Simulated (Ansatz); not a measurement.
LDA, PBE, PBEsol and r²SCAN on Rb

```
CELL_PARAMETERS angstrom
-2.80600 2.80600 2.80600
2.80600 -2.80600 2.80600
2.80600 2.80600 -2.80600
ATOMIC_POSITIONS crystal
Rb 0.00000 0.00000 0.00000
```

The structure is an experimental refinement, used without relaxation.

One fixed cell is solved with several functionals by frozen-core PAW in Ansatz 0.2.0, scalar-relativistically. A positive pressure means that the functional wants a larger cell.

The PAW files were made with PBE; their cores are remade for each functional.

Settings: a Γ-centred 8×8×8 k mesh, Fermi–Dirac smearing of 0.05 eV, cutoff 420 eV, no spin polarisation.

Cutoffs: PBE 420 eV, LDA 420 eV, PBEsol 420 eV, r²SCAN 500 eV.

```json
{"setting": "PBE", "P (GPa)": "0.10", "lowest level at Γ above −25 eV, from the valence-band top or, without a gap, the Fermi level (eV)": "-12.95"}
{"setting": "LDA", "P (GPa)": "-0.35", "lowest level at Γ above −25 eV, from the valence-band top or, without a gap, the Fermi level (eV)": "-12.90"}
{"setting": "PBEsol", "P (GPa)": "-0.06", "lowest level at Γ above −25 eV, from the valence-band top or, without a gap, the Fermi level (eV)": "-12.90"}
{"setting": "r²SCAN", "P (GPa)": "0.22", "lowest level at Γ above −25 eV, from the valence-band top or, without a gap, the Fermi level (eV)": "-13.60"}
```
